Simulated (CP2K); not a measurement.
**Cu2O (Cuprite) under changes of volume**

One of the cells (12.885 Å³/atom); the others are scaled copies at fixed shape and fractional positions:

```
CELL_PARAMETERS angstrom
4.26000 0.00000 0.00000
0.00000 4.26000 0.00000
0.00000 0.00000 4.26000
ATOMIC_POSITIONS crystal
Cu 0.75000 0.25000 0.75000
Cu 0.75000 0.75000 0.25000
Cu 0.25000 0.75000 0.75000
Cu 0.25000 0.25000 0.25000
O 0.50000 0.50000 0.50000
O 0.00000 0.00000 0.00000
```

* Program: CP2K 2026.2
* Functional: LDA
* Potentials or basis: GTH_POTENTIALS Cu GTH-PADE-q11, O GTH-PADE-q6; TZVP-MOLOPT-PBE-GTH basis
* Density cutoff: 8163 eV
* k mesh: 6 × 6 × 6
* Occupations: fermi-dirac, width 0.05 eV
* Spin: no spin polarisation

| volume (Å³/atom) | energy over the lowest point (meV/atom) | pressure (GPa) | gap on the mesh (eV) |
| --- | --- | --- | --- |
| 12.112 | 1.61 | 2.6 | 0.61 |
| 12.369 | 0.00 | -0.5 | 0.56 |
| 12.627 | 3.15 | -3.3 | 0.51 |
| 12.885 | ? | ? | ? |
| 13.142 | 21.66 | -8.0 | 0.41 |
| 13.400 | 36.12 | -9.9 | 0.37 |
| 13.658 | 53.53 | -11.7 | 0.33 |

Question: What does the run at 12.885 Å³/atom give?

Answer: Energy over the lowest point 10.52 meV/atom; pressure -5.8 GPa; gap on the mesh 0.46 eV.

Worked out: A Birch-Murnaghan fit of order 3 (a polynomial in V^(-2/3)) to the other rows has its minimum at 12.32 Å³/atom with B0 = V·E''(V) = 145 GPa and B' = 4.8. It gives 10.55 meV/atom at 12.885 Å³/atom, against the run's 10.52, and -dE/dV = -5.8 GPa, against -5.8. A straight line through the other rows of the gap, of slope -2.36 eV per unit of ln V (its deformation potential), gives 0.46 eV, against the run's 0.46.

Energies are extrapolated to zero smearing.

Caveats: the basis of atomic orbitals isn't converged, which shifts pressures, moduli and gaps.

A mesh can miss the band edges.
